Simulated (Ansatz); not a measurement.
**Hg under changes of volume**

One of the cells (27.006 Å³/atom); the others are scaled copies at fixed shape and fractional positions:

```
Hg
1.0
    -1.87674    1.87674    1.91684
     1.87674   -1.87674    1.91684
     1.87674    1.87674   -1.91684
Hg
1
Direct
  0.50000 0.50000 0.00000
```

```yaml
Program: Ansatz 0.2.0
Functional: PBE
Potentials_or_basis: Ansatz PAW
Cutoff: "420 eV (not typed: the program's choice for these potentials)"
k_mesh: 10 × 10 × 10
Occupations: fermi-dirac, width 0.05 eV
Spin: no spin polarisation
```

```csv
volume (Å³/atom),energy over the lowest point (meV/atom),pressure (GPa)
25.385,?,?
25.925,21.68,2.2
26.465,15.05,1.8
27.006,9.57,1.4
27.546,5.16,1.1
28.086,1.98,0.7
28.626,0.00,0.4
```

What does the run at 25.385 Å³/atom give?

Energy over the lowest point 29.93 meV/atom; pressure 2.8 GPa.

Worked out: A Birch-Murnaghan fit of order 3 (a polynomial in V^(-2/3)) to the other rows has its minimum at 29.24 Å³/atom, just outside them, with B0 = V·E''(V) = 19.4 GPa (rough, since the energies scatter) at fixed shape and positions, which overstates the stiffness. It gives 29.28 meV/atom at 25.385 Å³/atom, against the run's 29.93, and -dE/dV = 2.4 GPa, against 2.8.

Energies are extrapolated to zero smearing.
